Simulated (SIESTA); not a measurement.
A run of SIESTA 5.4.2:

Zr.fdf

```
SystemName                      Zirconium
SystemLabel                     Zr
NumberOfSpecies                 1
NumberOfAtoms                   2
%block ChemicalSpeciesLabel
  1  40 Zr
%endblock ChemicalSpeciesLabel

LatticeConstant                 1.0 Ang
%block LatticeVectors
     3.2320000000     0.0000000000     0.0000000000
    -1.6160000000     2.7989941050     0.0000000000
     0.0000000000     0.0000000000     5.1470000000
%endblock LatticeVectors
AtomicCoordinatesFormat         Fractional
%block AtomicCoordinatesAndAtomicSpecies
     0.6666666667     0.3333333333     0.7500000000  1  Zr
     0.3333333333     0.6666666667     0.2500000000  1  Zr
%endblock AtomicCoordinatesAndAtomicSpecies

%block kgrid.MonkhorstPack
    9   0   0  0.0
    0   9   0  0.0
    0   0   5  0.0
%endblock kgrid.MonkhorstPack
XC.Functional                   GGA
XC.Authors                      PBEsol
PAO.BasisSize                   DZP
PAO.EnergyShift                 0.003 Ry
Mesh.Cutoff                     800 Ry
OccupationFunction              FD
ElectronicTemperature           0.05 eV
MaxSCFIterations                120
SCF.MustConverge                false
SCF.Mixer.Method                Pulay
SCF.Mixer.Weight                0.25
SCF.Mixer.History               8
SCF.DM.Tolerance                5.0e-05
SCF.H.Tolerance                 1.0e-03 eV
WriteForces                     true
Charge.Mulliken                 end
BandLinesScale                  ReciprocalLatticeVectors
%block BandLines
    1    0.000000   0.000000   0.000000  \Gamma
   11    0.500000   0.000000   0.000000  M
    7    0.333333   0.333333   0.000000  K
   13    0.000000   0.000000   0.000000  \Gamma
    6    0.000000   0.000000   0.500000  A
   11    0.500000   0.000000   0.500000  L
    7    0.333333   0.333333   0.500000  H
   13    0.000000   0.000000   0.500000  A
    1    0.500000   0.000000   0.500000  L
    6    0.500000   0.000000   0.000000  M
    1    0.333333   0.333333   0.000000  K
    6    0.333333   0.333333   0.500000  H
%endblock BandLines
%block PAO.Basis
  Zr 5
  n=4 0 2
    3.497 0.000
  n=5 0 2
    8.986 0.000
  n=4 1 2
    4.065 0.000
  n=5 1 1
    8.986
  n=4 2 2
    7.326 0.000
%endblock PAO.Basis
```

Potentials or basis: PseudoDojo 0.4 standard (PBEsol files), DZP (energy shift 0.003 Ry; two zetas on semicore shells).

The run is started by

```bash
$ siesta Zr.fdf > Zr.out 2>&1
```

Hardware: 1 thread of Intel(R) Xeon(R) Platinum 8375C CPU @ 2.90GHz (Ice Lake), with other jobs on the host.

Q: Estimate the wall time of this run.

A: Run time: 2 min on 1 thread of Intel(R) Xeon(R) Platinum 8375C CPU @ 2.90GHz (Ice Lake), with other jobs on the host, peak memory 0.37 GiB. Counts: scf iterations 7, k points 203, bands 46.
